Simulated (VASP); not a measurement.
Here is a VASP 6.6.1 calculation.

INCAR

```
ALGO = Normal
EDIFF = 1E-7
EDIFFG = -0.01
ENCUT = 600
GGA = PE
IBRION = 2
ISIF = 4
ISMEAR = 1
LASPH = T
LCHARG = F
LREAL = F
LWAVE = F
NELM = 80
NSW = 40
PREC = Accurate
SIGMA = 0.1
```

Contents of KPOINTS:

```
k-points
0
Gamma
  18 18 8
```

The input POSCAR:

```
Zn                                      
1.0
    2.6878713469     -0.0000000000      0.0000000000
   -1.3439356735      2.3277648685      0.0000000000
    0.0000000000     -0.0000000000      5.2179661735
  Zn            
     2
Direct
     0.3333333332999970    0.6666666667000030    0.2500000000000000
     0.6666666667000030    0.3333333332999970    0.7500000000000000
```

Potentials or basis: VASP PAW PBE potentials, release 64 (Zn).

The run is started by

```sh
$ cat potpaw_PBE.64/Zn/POTCAR > POTCAR
$ mpirun -np 1 vasp_std > vasp.out
```

Q: Predict the band gap on the k mesh.

A: None (metal or under the smearing width).

Q: Estimate the energy gained by relaxing.

A: 1.6 meV/atom.

The path:
```tsv
step	energy change (eV)	largest force (eV/Å)	pressure (GPa)
1	0.0000	0.0000	-3.75
2	-0.0020	0.0000	-3.50
3	-0.0032	0.0000	-3.09
```
